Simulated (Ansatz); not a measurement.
## Preparing C (Fd-3m) as a host crystal

Before any defect goes in: C (Fd-3m) at rest, and how it screens a charge.

Method: plane-wave PAW DFT, PBEsol; relaxation of the host's cell and atoms; PAW set soft_1, in the first sound run; inputs show where later runs differ, in Ansatz 0.2.0.

## (1) Set-up

It takes space group Fd-3m (No. 227, cubic). The conventional cell has a = 3.560 Å, b = 3.560 Å, c = 3.560 Å, α = 90.00°, β = 90.00°, γ = 90.00°. C has 4 C at 1.54 Å nearest.

## (2) Host cell relaxation

Lattice and positions are set free, within the symmetry that the program keeps.

cell/input.yaml reads:

```yaml
crystal:
  lattice:
    - [0.0, 1.78, 1.78]
    - [1.78, 0.0, 1.78]
    - [1.78, 1.78, 0.0]
  atoms:
    - { symbol: C, position: [0.0, 0.0, 0.0] }
    - { symbol: C, position: [0.25, 0.25, 0.25] }
basis:
  ecutwfc: 420
  xc_grid: 2
hamiltonian:
  xc: pbesol
  pseudopotentials: { kind: paw, azcp: { folder: soft_1 }, xc_functional: pbe }
kpoints:
  mp_grid: { grid: [13, 13, 13] }
scf:
  occupations: { method: fixed }
  max_iter: 100
relax:
  f_tol: 0.005
  max_steps: 60
  cell: {}
output:
  forces: true
  stress: true
checkpoint:
  write: "../cell.run"
  compress: false
  write_wavefunctions: false
  write_every: 100000
```

Started as:

```console
> ansatz run input.yaml --threads 32 --pin off --max-ram 84787MiB --backend cuda --events-out ev --progress --plain --runs-dir out --max-vram 78GiB
```

Numbers of over 12 decimals in the logs are rounded to 6 here.

Log:

```text
[... repeated set-up lines and file paths are left out, and long positions are rounded to six places ...]
Engine: ansatz 0.2.0, aarch64-unknown-linux-gnu
Pseudopotentials: kind: paw
Pseudopotential: C, paw, valence charge 4, recommended cutoff 420 eV (normal), soft_1/C.paw.azcp
Functional definition: PBEsol
  exchange = pbesol_x
  correlation = pbesol_c
device memory: the entry about to start is reckoned to put 0.9 GiB on a device that reports 165.0 GiB free (of which the cap on the GPU budget leaves the run 78.0 GiB)
GPU FFT provider: cuFFT
GPU libraries: cuBLAS 13.8.1, cuFFT 12.4.0, cuSOLVER 12.3.2
GPU matrix products: emulated (plane waves: as basis.precision tells), large ones in fixed point in workspaces of 1.00 GiB
Crystal: 2 atoms, lattice volume = 11.280 Å³
Basis set: ecut = 420 eV, 229 PW (Γ), exchange–correlation on 36×36×36 points (8 copies of the dense FFT grid, shifted against one another)
Bands: 8, of which v1, the nominal top of the filled ones, is band 4 counted from 1 (3 counted from 0)
Symmetry: 48 space group operations
Space group: Fd-3m (ITA 227), of the structure as read, at distance tolerance 2.2e-5 Å
k-points: 84 of 2197
Non-local potential: C, projectors of the file, l = 0: 2, l = 1: 2, l = 2: 1
PAW form: soft (Blöchl's): semilocal exchange-correlation on the pseudo side does not see the compensation charge
PAW frozen core: C, regenerated for the run's functional, and the local potential with it (the file was generated under x = pbe(κ = 0.804, μ = 0.219515), c = pbe(β = 0.066725))
PAW one-centre angular grid: C, 110 points (default); XC on 64 Gauss nodes
Initial density: superposition of atomic densities (chi_scale 0.1, normalization cell)
Initial wavefunctions: pseudopotential atomic-orbital guess
GPU buffer pool allocated for 5832 grid points (all kernels)
GPU transforms: local potential and band sums: pruned to the plane-wave sphere, on 18×18×18
Functional: x = pbesol(κ = 0.804, μ = 0.123457), c = pbesol(β = 0.046)
SCF iter   1: F=—  HF=-493.910347 eV  |Δ(HF+E_count)|=         —  Δρ=1.37e-1  dr2=1.48e0  Hψ=3955
preconditioner: auto → none  [insulator: Δε(μ)=4.789 eV  Ē_g=19.710 eV  n_scr=0 (ndim 8)  ℏωp=31.3 eV  f_vac=0.000  ε∞_Penn≈3.5]
SCF iter   2: F=—  HF=-493.395735 eV  |Δ(HF+E_count)|=   5.15e-1  Δρ=5.40e-2  dr2=2.00e-1  Hψ=1827
SCF iter   3: F=—  HF=-493.336918 eV  |Δ(HF+E_count)|=   5.88e-2  Δρ=5.49e-3  dr2=1.05e-3  Hψ=1193
SCF iter   4: F=—  HF=-493.337142 eV  |Δ(HF+E_count)|=   2.24e-4  Δρ=1.81e-4  dr2=1.45e-6  Hψ=861
SCF iter   5: F=—  HF=-493.337150 eV  |Δ(HF+E_count)|=   7.96e-6  Δρ=6.15e-5  dr2=9.95e-8  Hψ=2197
SCF iter   6: F=-493.337150 eV  HF=-493.337150 eV  |Δ(HF+E_count)|=   1.17e-8  Δρ=2.82e-5  dr2=2.33e-8  Hψ=2351
SCF 1 converged in 6 iterations: F = -493.337150 eV  dr2 = 2.33e-8
  greatest PAW one-centre occupation: 0.645 electrons in one spin orbital (limit 2), on the C atom at site 1 (counted from 0), in its partial waves of l = 0
relax step   1: F+E_penalty+E_count = -493.33714996 eV  Δ(F+E_penalty+E_count) = +0.000e0 eV  max|allowed force component| = 5.551e-17 eV/Å  Δτ_max = 0.0000 Å  P = -2.377 GPa  Ω = 11.280 Å³  (6 SCF iters, dr2 threshold 1.00e-7 eV, accepted)
[... the SCF cycles and remarks between the steps are left out from here to the last step ...]
relax step   2: F+E_penalty+E_count = -493.33766194 eV  Δ(F+E_penalty+E_count) = -5.120e-4 eV  max|allowed force component| = 2.035e-16 eV/Å  Δτ_max = 0.0000 Å  P = -0.923 GPa  Ω = 11.243 Å³  energy of the carried Pulay correction = +1.377e-4 eV  (3 SCF iters, dr2 threshold 2.00e-7 eV, accepted)
relax step   3: F+E_penalty+E_count = -493.33781516 eV  Δ(F+E_penalty+E_count) = -1.532e-4 eV  max|allowed force component| = 1.850e-16 eV/Å  Δτ_max = 0.0000 Å  P = +0.004 GPa  Ω = 11.220 Å³  energy of the carried Pulay correction = +2.249e-4 eV  (3 SCF iters, dr2 threshold 2.00e-7 eV, accepted)
Initial wavefunctions: pseudopotential atomic-orbital guess (no wavefunctions were taken with the density)
iter 1 solved again at ethr=4.31e-9 eV; its pass at ethr=3.10e-3 eV (dr2=3.44e-7 eV) is discarded
SCF iter   1: F=—  HF=-493.337539 eV  |Δ(HF+E_count)|=         —  Δρ=4.39e-5  dr2=3.85e-8  Hψ=5929
SCF iter   2: F=—  HF=-493.337539 eV  |Δ(HF+E_count)|=   1.60e-7  Δρ=2.14e-5  dr2=8.99e-9  Hψ=672
SCF iter   3: F=-493.337539 eV  HF=-493.337539 eV  |Δ(HF+E_count)|=   7.67e-9  Δρ=7.53e-7  dr2=1.05e-11  Hψ=4465
SCF 4 converged in 3 iterations: F = -493.337539 eV  dr2 = 1.05e-11
relax step   4: F+E_penalty+E_count = -493.33753890 eV  Δ(F+E_penalty+E_count) = +2.763e-4 eV  max|allowed force component| = 1.850e-16 eV/Å  Δτ_max = 0.0000 Å  P = -0.037 GPa  Ω = 11.220 Å³  stress off target by 3.67e-2 GPa  SCF on the basis re-selected at this cell (its energy is not comparable with the rows above)  (3 SCF iters)
basis re-selected at this cell: Δ(F+E_penalty+E_count) = +2.763e-4 eV, ΔP = -0.041 GPa vs the last step (what re-selecting the basis moved, of the pressure what is left beyond the Pulay correction that the steps carried, after the strain that the cell walked [...]
SCF converged after 3 iterations
Free energy (F): -493.337539 eV
Harris-Foulkes:  -493.337539 eV  (|F-HF|=1.78e-11)
Internal energy: -493.337539 eV  (E = F + TS)
E sigma→0 (E₀):  -493.337539 eV
Fermi energy:    13.519023 eV
--- Per-component energies (eV) ---
  E_band       = 35.555615
  E_kinetic    = 179.946822
  E_local      = -108.839364  (includes V_loc(G=0)·N_el)
  E_nonlocal   = 45.992666
  E_hartree    = 25.852311
  E_xc         = -94.945396
  E_vxc        = -117.630383  (∫ρ·V_xc dr)
  E_paw        = -192.154728  (= ΣΔE_a)
  E_vpaw       = -15.618779  (= ΣTr[D̂ρ^β])
  E_aug_tail   = 0.000041  (compensation charges beyond the density's cutoff)
  E_ewald      = -349.232090
  E_core_change = 0.042201  (= ΣΔE_core)
  E_smearing   = -0.000000  (= −TS)
  E_closure    = -0.000000  (closes the sum)
  Σ components = -493.337539   (vs F -493.337539, Δ=0.00e0)
--- Forces (eV/Å), atoms counted from 1 ---
  atom   1  C     -0.00000000    -0.00000000    -0.00000000
  atom   2  C      0.00000000     0.00000000     0.00000000
  max |Σ_I F_I| component: 7.40e-17 eV/Å
--- Stress (GPa, compression-positive) ---
       -0.036675       0.000000       0.000000
        0.000000      -0.036675      -0.000000
        0.000000      -0.000000      -0.036675
  P = ⅓ Tr σ = -0.0367 GPa (-0.367 kbar)
--- Band table (eV; the first three rows and the last of 84) ---
  k-point 0: bands = ["-8.1592", "13.5190", "13.5190", "13.5190", "19.0883", "19.0883", "19.0883", "27.0547"]
  k-point 1: bands = ["-7.9935", "12.4366", "13.2340", "13.2340", "19.4599", "19.4599", "19.7307", "27.1813"]
  [... further k-points left out ...]
--- Relaxed structure (3 steps of the walk, 3 accepted, 1 SCFs on fresh bases) ---
  F+E_penalty+E_count = -493.33753890 eV   max|allowed force component| = 1.850e-16 eV/Å   (the final SCF, on the basis selected at the relaxed cell)
  cell:  # Å, volume = 11.2203 Å³
    - [0, 1.776881, 1.776881]
    - [1.776881, 0, 1.776881]
    - [1.776881, 1.776881, 0]
  atoms:
    - { symbol: C, position: [0, 0, 0] }
    - { symbol: C, position: [0.25, 0.25, 0.25] }
```

Elapsed: 1.9 s, on 1 × NVIDIA GB200 with 32 threads of Arm Neoverse V2, shared host; peak memory 0.97 GiB; 4.9 s of CPU time.

The steps of the relaxation:

```
step  energy less that of the first step (eV)  largest force component (eV/Å)  pressure (GPa)  volume (Å³)
   1                                   0.0000                          0.0000           -2.38        11.28
   2                                  -0.0005                          0.0000           -0.92        11.24
   3                                  -0.0007                          0.0000            0.00        11.22
  4*                                  -0.0004                          0.0000           -0.04        11.22
```

Relaxation steps marked * repeat the geometry before them on a plane-wave basis chosen anew for their cell, so energy and pressure can jump there.

The run keeps the 48 symmetry operations that it works with, so distortions that break them were not tested.

```csv
"conventional cell, symmetrised",before,after,change
a (Å),3.560,3.554,-0.2 %
b (Å),3.560,3.554,-0.2 %
c (Å),3.560,3.554,-0.2 %
volume (Å³/atom),5.64,5.61,-0.5 %
```

Final coordinates:

```cif
data_structure
_symmetry_space_group_name_H-M 'P 1'
_symmetry_Int_Tables_number 1
_cell_length_a 2.5129
_cell_length_b 2.5129
_cell_length_c 2.5129
_cell_angle_alpha 60.000
_cell_angle_beta 60.000
_cell_angle_gamma 60.000
_cell_volume 11.22
loop_
_atom_site_label
_atom_site_type_symbol
_atom_site_fract_x
_atom_site_fract_y
_atom_site_fract_z
_atom_site_occupancy
C1 C 0.00000 0.00000 0.00000 1
C2 C 0.25000 0.25000 0.25000 1
```

Numbers from this step:

* pressure: -0.03667 GPa

The cell shrank by 0.5 % in volume.

## (3) Dielectric tensors of the host

The response to a uniform electric field gives the electronic dielectric tensor.

This step: plane-wave PAW DFPT, PBEsol; dielectric tensors, Born charges and zone-centre modes of the host; PAW set soft_1 (Ansatz 0.2.0).

eps/input.yaml reads:

```yaml
crystal:
  lattice:
    - [0.0, 1.7768809742, 1.7768809742]
    - [1.7768809742, 0.0, 1.7768809742]
    - [1.7768809742, 1.7768809742, 0.0]
  atoms:
    - { symbol: C, position: [0.0, 0.0, 0.0] }
    - { symbol: C, position: [0.25, 0.25, 0.25] }
basis:
  ecutwfc: 420
hamiltonian:
  xc: pbesol
  pseudopotentials: { kind: paw, azcp: { folder: soft_1 }, xc_functional: pbe }
kpoints:
  mp_grid: { grid: [11, 11, 11] }
scf:
  occupations: { method: fixed }
  max_iter: 100
phonons:
  method: dfpt
  dielectric: true
  rigid_motions: translations
```

Log:

```text
[...]
GPU FFT provider: cuFFT
GPU libraries: cuBLAS 13.8.1, cuFFT 12.4.0, cuSOLVER 12.3.2
[...]
Crystal: 2 atoms, lattice volume = 11.220 Å³
Basis set: ecut = 420 eV, 229 PW (Γ), exchange–correlation on 40×40×40 points (8 copies of the dense FFT grid, shifted against one another)
Bands: 8, of which v1, the nominal top of the filled ones, is band 4 counted from 1 (3 counted from 0)
Symmetry: 48 space group operations
k-points: 216 of 1331 (irreducible under 4 space group operations, time reversal used)
[...]
GPU buffer pool allocated for 8000 grid points (all kernels)
[...]
SCF iter   1: F=—  HF=-493.919512 eV  |Δ(HF+E_count)|=         —  Δρ=1.39e-1  dr2=1.50e0  Hψ=10286
[...]
SCF iter   8: F=-493.337531 eV  HF=-493.337531 eV  |Δ(HF+E_count)|=  7.03e-10  Δρ=1.51e-6  dr2=6.89e-11  Hψ=9972
SCF 1 converged in 8 iterations: F = -493.337531 eV  dr2 = 6.89e-11
[...]
the response reads at least the filled bands of the reference SCF and the lowest empty band at each k-point, and that SCF's band table does not vouch for those bands. The notice of the band table in this run's record says why
NSCF: frozen V_eff on 1 k-points
[...]
DFPT response loops at Γ: preconditioner auto → none (the input reference at scf.mixing.eps_inf says where Resta's filter doesn't serve); β = 0.50; Broyden in place of MSR1
── the response to a field inside a basis, on 12×12×12 k-points: an SCF that follows is theirs, and a resumed run solves both again ──
Bands: 5, of which v1, the nominal top of the filled ones, is band 4 counted from 1 (3 counted from 0)
k-points: 182 of 1728 (irreducible under 12 space group operations)
[...]
Eigensolver: Dense (182 Hₖ)
SCF iter   1: F=—  HF=-493.339659 eV  |Δ(HF+E_count)|=         —  Δρ=4.05e-4  dr2=2.31e-6
[...]
SCF iter   3: F=-493.339662 eV  HF=-493.339662 eV  |Δ(HF+E_count)|=   8.58e-7  Δρ=7.51e-6  dr2=9.28e-10
SCF 1 converged in 3 iterations: F = -493.339662 eV  dr2 = 9.28e-10
[...]
SCF converged after 8 iterations
Free energy (F): -493.337531 eV
[...]
Internal energy: -493.337531 eV  (E = F + TS)
E sigma→0 (E₀):  -493.337531 eV
Fermi energy:    13.519043 eV
[...]
--- Band table (eV; the first three rows and the last of 216) ---
[...]
[... further k-points left out ...]
--- Phonons (Γ-DFPT): 1 representative perturbation + reference, on 216 of 1331 k-points (Σ response iterations 5) ---
  k mesh reduced under 4 symmetry operations, with k and −k counted as one. Each operation leaves every solved perturbation unchanged. A smaller set is not considered because the run solves the response to a homogeneous field
  ASR residual: 3.560e-4 → 0.000e0 eV/Å²; symmetrization residual: 4.974e-14 eV/Å²
  ASR residual per site (eV/Å²): 3.56e-4 3.56e-4
  Γ frequencies (cm⁻¹): 0.00 0.00 0.00 1305.22 1305.22 1305.22
  ε∞ (high-frequency dielectric tensor):
        5.867814     0.000000    -0.000000
        0.000000     5.867814    -0.000000
       -0.000000    -0.000000     5.867814
  ε⁰ (static dielectric tensor: ions relaxed, cell fixed):
        5.867814     0.000000    -0.000000
        0.000000     5.867814    -0.000000
       -0.000000    -0.000000     5.867814
  ε⁰ − ε∞ (ionic part):
        0.000000    -0.000000    -0.000000
       -0.000000     0.000000    -0.000000
       -0.000000    -0.000000     0.000000
  softest optical mode at Γ: 1305.22 cm⁻¹; the repairs (sum rule, projections) moved no ω² at Γ by more than (2.84 cm⁻¹)²
  Born effective charges Z* (e; rows j = field, columns β = displacement):
    site 0:
         0.00000   -0.00000   -0.00000
        -0.00000    0.00000   -0.00000
         0.00000    0.00000    0.00000
    site 1:
         0.00000    0.00000    0.00000
         0.00000   -0.00000    0.00000
        -0.00000   -0.00000   -0.00000
  Z* charge neutrality: 4.728e-4 e pre-enforcement
  solved inside a basis spanned on kpoints, on 12×12×12 k-points, its susceptibility summed on 16×16×16: ε∞ is read to err by 1.6e-2, Z* by 4.4e-3 e (field_mesh: kpoints solves on kpoints)
  optical modes at Γ without the LO–TO term, one row a degenerate level:
      ω (cm⁻¹)  modes    IR ((D/Å)²/amu)
       1305.22      3             0.0000
  optical modes at Γ + LO–TO along q̂ = [1.0000, 0.0000, 0.0000]:
      ω (cm⁻¹)  modes    IR ((D/Å)²/amu)
       1305.22      3             0.0000
  optical modes at Γ + LO–TO along q̂ = [0.0000, 1.0000, 0.0000]:
      ω (cm⁻¹)  modes    IR ((D/Å)²/amu)
       1305.22      3             0.0000
  optical modes at Γ + LO–TO along q̂ = [0.0000, 0.0000, 1.0000]:
      ω (cm⁻¹)  modes    IR ((D/Å)²/amu)
       1305.22      3             0.0000
```

Elapsed: 5.3 s, on 1 × NVIDIA GB200 with 32 threads; peak memory 1.2 GiB; 38 s of CPU time.

Electronic dielectric tensor:

```
5.87 0.00 0.00
0.00 5.87 0.00
0.00 0.00 5.87
```

Static dielectric tensor:

```
5.87 0.00 0.00
0.00 5.87 0.00
0.00 0.00 5.87
```

The electronic dielectric tensor is isotropic, 5.87. The static dielectric tensor is isotropic, 5.87.

## (4) Host on a dense mesh

This step: plane-wave PAW DFT, PBEsol; single point of the defect-free host, a test of the k-point sampling; PAW set soft_1 (Ansatz 0.2.0).

dense/input.yaml reads:

```yaml
crystal:
  lattice:
    - [0.0, 1.7768809742, 1.7768809742]
    - [1.7768809742, 0.0, 1.7768809742]
    - [1.7768809742, 1.7768809742, 0.0]
  atoms:
    - { symbol: C, position: [0.0, 0.0, 0.0] }
    - { symbol: C, position: [0.25, 0.25, 0.25] }
basis:
  ecutwfc: 420
  xc_grid: 2
hamiltonian:
  xc: pbesol
  pseudopotentials: { kind: paw, azcp: { folder: soft_1 }, xc_functional: pbe }
kpoints:
  mp_grid: { grid: [13, 13, 13] }
scf:
  occupations: { method: fermi_dirac, width: 0.01 }
  max_iter: 100
  lower_state_search: "off"
checkpoint:
  write: "../dense.run"
  compress: false
  write_wavefunctions: false
  write_every: 100000
```

Log:

```text
[...]
GPU FFT provider: cuFFT
GPU libraries: cuBLAS 13.8.1, cuFFT 12.4.0, cuSOLVER 12.3.2
[...]
Crystal: 2 atoms, lattice volume = 11.220 Å³
Basis set: ecut = 420 eV, 229 PW (Γ), exchange–correlation on 36×36×36 points (8 copies of the dense FFT grid, shifted against one another)
Bands: 8, of which v1, the nominal top of the filled ones, is band 4 counted from 1 (3 counted from 0)
Symmetry: 48 space group operations
[...]
k-points: 84 of 2197
[...]
GPU buffer pool allocated for 5832 grid points (all kernels)
[...]
SCF iter   1: F=—  HF=-493.919510 eV  |Δ(HF+E_count)|=         —  Δρ=1.39e-1  dr2=1.50e0  Hψ=4475
[...]
SCF iter   6: F=-493.337539 eV  HF=-493.337539 eV  |Δ(HF+E_count)|=   1.38e-8  Δρ=4.93e-7  dr2=7.29e-12  Hψ=2026
SCF 1 converged in 6 iterations: F = -493.337539 eV  dr2 = 7.29e-12
[...]
SCF converged after 6 iterations
Free energy (F): -493.337539 eV
[...]
Internal energy: -493.337539 eV  (E = F + TS)
E sigma→0 (E₀):  -493.337539 eV
Fermi energy:    15.537544 eV
[...]
```

Run time: 1.2 s. Hardware: 1 × NVIDIA GB200 with 32 threads; peak memory 0.93 GiB.

(Continued in part 2 of 2.)

[Logs are printed without paths, hosts, clocks, repeated set-up lines and the standing remarks that a program may print on its own settings, such as how far it seeks lower states.]

[Hosts, paths, dates, database ids (printed as entryN), source tags and the programs' standing remarks are cut or masked in the printed files.]

[Runs of the host that timed out are not shown.]

[For some hosts the program warned that the k-mesh of the response run may be too coarse for force constants and the static dielectric constant; such warnings are not always shown.]
